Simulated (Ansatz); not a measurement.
A single-point calculation of CdS (rocksalt) with Ansatz 0.2.0, at the level r2SCAN. The cell was relaxed with r2SCAN and then strained (uniaxial -1.62 % along z, other directions held), with the atoms relaxed again with r2SCAN; k points keep the names of the unstrained zone.

```yaml
crystal:
  lattice:
    - [0.0, 2.7267765442, 2.6826027642]
    - [2.7267765442, 0.0, 2.6826027642]
    - [2.7267765442, 2.7267765442, 0.0]
  atoms:
    - { symbol: Cd, position: [0.0, 0.0, 0.0] }
    - { symbol: S, position: [0.5, 0.5, 0.5] }
kpoints:
  mp_grid: { grid: [8, 8, 8] }
  band_path:
    path:
      - [0.0, 0.0, 0.0]
      - [0.5, 0.0, 0.5]
      - [0.625, 0.25, 0.625]
      - [0.375, 0.375, 0.75]
      - [0.5, 0.5, 0.5]
      - [0.5, 0.25, 0.75]
    npoints: 1
hamiltonian:
  xc: r2scan
scf:
  occupations: { method: fixed }
  n_extra_bands: 4
output:
  forces: true
  stress: true
  eigenvalues: true
```

The output follows, shortened, with numbered blanks.
```
scf.n_extra_bands = 4 over 13 filled bands (N_el = 26.0): the run solves 17 bands
Functional definition: r2SCAN
Crystal: 2 atoms, lattice volume = 39.892 Å³
Basis set: ecut = 500 eV, 965 PW (Γ)
Symmetry: 16 space group operations
Space group: I4/mmm (ITA 139)
k-points: 59 of 512
SCF converged after 6 iterations
Free energy (F): -9175.449789 eV
[1]
--- Per-component energies (eV) ---
  E_band       = -457.001845
  E_kinetic    = 612.860377
  E_local      = -3501.262651
  E_nonlocal   = 64.181136
  E_hartree    = 1627.170215
  E_xc         = -260.364321
  E_vxc        = -340.181990
  E_paw        = -4716.858874
  E_vpaw       = -568.265898
  E_vtau       = 21.332290
  E_ewald      = -3000.501141
  E_core_change = -0.674537
--- Stress (GPa, compression-positive) ---
[2]
--- Band table (eV; the first three rows and the last of 59) ---
[3]
```

The rows of the band table are 0: (0, 0, 0) = Γ, 1: (0, 0, 1/8), 2: (0, 0, 1/4), 58: (-1/2, -1/2, 0) = X.

Task: Fill in the blanks. They hold the Fermi energy and the band table, the stress.

Result:
```
[1]
Fermi energy:    9.929608 eV
[2]
        0.936703       0.000000       0.000000
        0.000000       0.936703       0.000000
        0.000000       0.000000       2.449852
  P = ⅓ Tr σ = 1.4411 GPa (14.411 kbar)
[3]
  k-point 0: bands = […, 1.9493, 1.9519, 1.9613, 8.9968, 9.0922, 9.0922, 11.5717, 19.5383, 19.5383, 19.6203]
  k-point 1: bands = […, 1.9291, 1.9739, 1.9843, 7.9869, 9.1506, 9.1918, 12.6360, 18.3862, 19.2544, 19.4096]
  k-point 2: bands = […, 1.8695, 2.0523, 2.0549, 6.4407, 9.4428, 9.4506, 13.9034, 17.3065, 17.8330, 18.0685]
  k-point 58: bands = […, 2.2304, 2.2304, 3.0375, 5.4208, 7.5735, 7.5735, 10.5813, 16.1997, 20.8322, 22.2118]
```
Only the leading digits can be foreseen; the rest is this run's record.

r2SCAN gives an indirect gap of 0.65 eV, from L to X (-1/2, -1/2, 0); the least direct gap is 2.48 eV at Γ. The gap is the least over the mesh and the extra points. With the atoms held, the mean pressure is +1.44 GPa (compression positive).

Note: simulated data, non-magnetic, for a generated structure that need not be the stable one.

Spin-orbit coupling is left out.
